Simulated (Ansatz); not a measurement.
# CdSiP2: the cost of one run

All numbers are computed with Ansatz 0.2.0 through its Python package. Level of theory: DFT PBE, plane waves, PAW.

### Step 1. Starting point

The structure is tetragonal, space group I-42d (No. 122). Conventional cell: a = 5.687 Å, b = 5.687 Å, c = 10.497 Å, α = 90.00°, β = 90.00°, γ = 90.00°. Cd (site symmetry -4) has 4 P at 2.57 Å in its first shell of neighbours. Si (site symmetry -4) is surrounded by 4 P at 2.25 Å. P (site symmetry 2) has 2 Si at 2.25 Å and 2 Cd at 2.57 Å in its first shell of neighbours.

No structure file is read: the coordinates are typed or built in the script.

### Step 2. The script

The input, pdos.py:

```python
"""Which atoms and shells make the states of CdSiP2."""

from collections import Counter
import json

import ansatz
import numpy as np

config = {
    "occupations": "fixed",
    "n_empty": 22,
}


def main() -> None:
    structure = (
        ansatz.Lattice.of((-2.84361374, 2.84361374, 5.2485579), (2.84361374, -2.84361374, 5.2485579), (2.84361374, 2.84361374, -5.2485579))
        .atom("Cd", (0.75, 0.25, 0.5))
        .atom("Cd", (0.0, 0.0, 0.0))
        .atom("Si", (0.5, 0.5, 0.0))
        .atom("Si", (0.25, 0.75, 0.5))
        .atom("P", (0.875, 0.8281283, 0.4531283))
        .atom("P", (0.1718717, 0.625, 0.0468717))
        .atom("P", (0.375, 0.4218717, 0.5468717))
        .atom("P", (0.5781283, 0.125, 0.9531283))
    )

    calc = (
        structure.calculation()
        .kpoints(6, center="gamma")
        .occupations(config["occupations"])
        .scf(extra_bands=config["n_empty"])
        .density_of_states(projected=True, method="smearing", broadening_width=0.15, energy_step=0.1)
    )
    out = calc.run(events_out="events.ndjson")
    summary = out.report
    with open("events.ndjson") as stream:
        kinds = Counter(json.loads(line)["event"] for line in stream)
    print("events:", {kind: kinds[kind] for kind in ("scf_iter", "scf_done", "notice", "finished")})

    dos = out.density_of_states()
    energy = np.asarray(dos.energies_ev) - dos.fermi_ev
    curves = {}
    for site in out.projected_density_of_states().sites:
        for shell in site.shells:
            weight = sum(np.sum(curve.g_bin_mean_per_ev, axis=0) for curve in shell.curves)
            name = f"{site.species} {shell.label}"
            curves[name] = curves.get(name, 0) + weight

    print("E-EF   " + " ".join(f"{name:>8s}" for name in curves))
    for e in np.arange(-10, 6 + 0.1, 1.0):
        print(f"{e:5.1f}  " + " ".join(f"{np.interp(e, energy, g):8.3f}" for g in curves.values()))


if __name__ == "__main__":
    main()
```

### Step 3. The calls as engine input

The package turns the script's settings into the engine's input:

```yaml
crystal:
  lattice:
    - [-2.84361374, 2.84361374, 5.2485579]
    - [2.84361374, -2.84361374, 5.2485579]
    - [2.84361374, 2.84361374, -5.2485579]
  atoms:
    - { symbol: Cd, position: [0.75, 0.25, 0.5] }
    - { symbol: Cd, position: [0.0, 0.0, 0.0] }
    - { symbol: Si, position: [0.5, 0.5, 0.0] }
    - { symbol: Si, position: [0.25, 0.75, 0.5] }
    - { symbol: P, position: [0.875, 0.8281283, 0.4531283] }
    - { symbol: P, position: [0.1718717, 0.625, 0.0468717] }
    - { symbol: P, position: [0.375, 0.4218717, 0.5468717] }
    - { symbol: P, position: [0.5781283, 0.125, 0.9531283] }
kpoints:
  mp_grid:
    grid: [6, 6, 6]
    shift: [0.0, 0.0, 0.0]
scf:
  n_extra_bands: 22
  occupations:
    method: fixed
output:
  dos:
    de: 0.1
    method:
      smearing:
        sigma: 0.15
    projected: true
```

### Step 4. The run

On the command line:

```sh
> python pdos.py
```

Q: Estimate wall time and peak memory on 1 thread of Intel Xeon Platinum 8488C (Sapphire Rapids), shared host.

About 13 s, with a peak of 0.59 GiB.
